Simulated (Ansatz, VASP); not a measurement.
This is a calculation of TiO2 (Anatase) for VASP 6.6.1. 

The input INCAR:

```
SYSTEM = TiO2
  PREC = Accurate
  ENCUT = 520
  EDIFF = 1E-6
  ISMEAR = 0
  SIGMA = 0.015
  LREAL = .False.
  LASPH = .True.
  NELM = 100
  ALGO = Normal
  ISIF = 2
  LWAVE = .False.
  LCHARG = .True.
  GGA = PE
  LELF = .True.
  LVHAR = .True.
  NBANDS = 33
```

File KPOINTS:

```
regular mesh
0
Gamma
  10 10 10
  0 0 0
```

File POSCAR:

```
TiO2
1.0
   -1.8921000000      1.8921000000      4.7573000000
    1.8921000000     -1.8921000000      4.7573000000
    1.8921000000      1.8921000000     -4.7573000000
Ti O
2 4
Direct
    0.7500000000      0.2500000000      0.5000000000
    0.0000000000      0.0000000000      0.0000000000
    0.7919000000      0.7919000000      0.0000000000
    0.5419000000      0.0419000000      0.5000000000
    0.9581000000      0.4581000000      0.5000000000
    0.2081000000      0.2081000000      0.0000000000
```

Potentials or basis: VASP PAW PBE potentials, release 64 (Ti_sv, O).

Command:

```console
$ cat potpaw_PBE.64/Ti_sv/POTCAR potpaw_PBE.64/O/POTCAR > POTCAR
$ mpirun -np 1 vasp_std > vasp.out
```

**Question.** What does the same run look like in Ansatz 0.2.0? Potentials or basis there: Ansatz PAW, cutoff 420 eV.

**Answer.** As run (cutoffs and basis follow the program's own potentials, and thresholds, step limits or extra output files can differ):

The input input.yaml:

```yaml
crystal:
  lattice:
    - [-1.8921, 1.8921, 4.7573]
    - [1.8921, -1.8921, 4.7573]
    - [1.8921, 1.8921, -4.7573]
  atoms:
    - { symbol: Ti, position: [0.75, 0.25, 0.5] }
    - { symbol: Ti, position: [0.0, 0.0, 0.0] }
    - { symbol: O, position: [0.7919, 0.7919, 0.0] }
    - { symbol: O, position: [0.5419, 0.0419, 0.5] }
    - { symbol: O, position: [0.9581, 0.4581, 0.5] }
    - { symbol: O, position: [0.2081, 0.2081, 0.0] }
hamiltonian:
  xc: pbe
  pseudopotentials: { kind: paw }
kpoints:
  mp_grid: { grid: [10, 10, 10] }
scf:
  occupations: { method: gaussian, width: 0.015 }
output:
  forces: true
  stress: true
  eigenvalues: true
```

Potentials or basis: Ansatz PAW.

Run with:

```sh
$ ansatz run input.yaml --threads 2 --pin off --max-ram 5632MiB --backend cpu --events-out ev --progress --plain --runs-dir out
```

Both were run:

|  | VASP | Ansatz |
| --- | --- | --- |
| Pressure | 5.9 GPa | 5.2 GPa |
| Largest force | 0.125 eV/Å | 0.102 eV/Å |

Ansatz's pressure holds a Pulay term of +0.68 GPa for its cutoff of 420 eV, which the other run lacks.

Where Ansatz's input types no cutoff or centring, it takes its own default and a Γ-centred mesh.

Pressure is positive in compression.
